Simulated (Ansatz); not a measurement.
Write the native input for Ansatz 0.2.0 that does the following.

- Task: relaxation of cell and atoms
- Functional: revPBE
- Dispersion: D3(BJ)
- Potentials or basis: Ansatz PAW
- Cutoff: 420 eV (not typed: the program's choice for these potentials)
- k mesh: 12 × 12 × 7
- Occupations: fermi-dirac, width 0.05 eV
- Spin: collinear spin, ferromagnetic start
- Starting moments: [1.0, 1.0] μB

Ni:

```
Ni
1.0
     2.44802    0.00000    0.00000
    -1.22401    2.12005    0.00000
     0.00000    0.00000    4.07281
Ni
2
Direct
  0.66667 0.33333 0.75000
  0.33333 0.66667 0.25000
```

This isn't the form of Ni at room conditions, which is fcc.

The input as run:

input.yaml

```yaml
crystal:
  lattice:
    - [2.4480228978, 0.0, 0.0]
    - [-1.2240114489, 2.1200500186, 0.0]
    - [0.0, 0.0, 4.07280757]
  atoms:
    - { symbol: Ni, position: [0.6666666667, 0.3333333333, 0.75], spin: 1.0 }
    - { symbol: Ni, position: [0.3333333333, 0.6666666667, 0.25], spin: 1.0 }
hamiltonian:
  xc: revpbe
  pseudopotentials: { kind: paw }
  dispersion: d3bj
magnetization:
  spin_polarized: true
kpoints:
  mp_grid: { grid: [12, 12, 7] }
scf:
  occupations: { method: fermi_dirac, width: 0.05 }
output:
  forces: true
  stress: true
  eigenvalues: true
  write_density: true
  write_potential: true
  elf: true
  volumetric_format: npy
relax:
  f_tol: 0.01
  max_steps: 40
  cell: { stress_tol: 0.05 }
```

Potentials or basis: Ansatz PAW.

The run is started by

```sh
$ ansatz run input.yaml --threads 2 --pin off --max-ram 5632MiB --backend cpu --events-out ev --progress --plain --runs-dir out
```

It gave:

| Item | Value |
| --- | --- |
| Relaxed volume | 10.42 Å³/atom |
| Relaxed cell | a = 2.449 Å, b = 2.449 Å, c = 4.011 Å, α = 90.00°, β = 90.00°, γ = 120.00° |
| Space group after relaxing (to 0.05 Å) | P6_3/mmc (No. 194) |
| Energy gained by relaxing | 2.8 meV/atom |
| Ionic steps | 5 |
| Pressure after relaxing | 0.0 GPa |
| Band gap on the k mesh | none (metal or under the smearing width) |
| Net moment | 1.31 μB per cell |
| Absolute moment | 1.49 μB per cell |
| Site moments | Ni +0.69 μB |

Caveat: the plane-wave basis is chosen anew once the cell has moved, so the energies of steps on either side of that aren't comparable; pairwise dispersion overbinds metals, which lowers pressure and volume; the PAW data sets come from PBE, with cores solved anew for the run's functional, which leaves a small shift of forces and pressure.

Wall time 30 s on 2 threads of Intel(R) Xeon(R) Platinum 8259CL CPU @ 2.50GHz (Skylake/Cascade Lake), with other jobs on the host, peak memory 0.42 GiB.
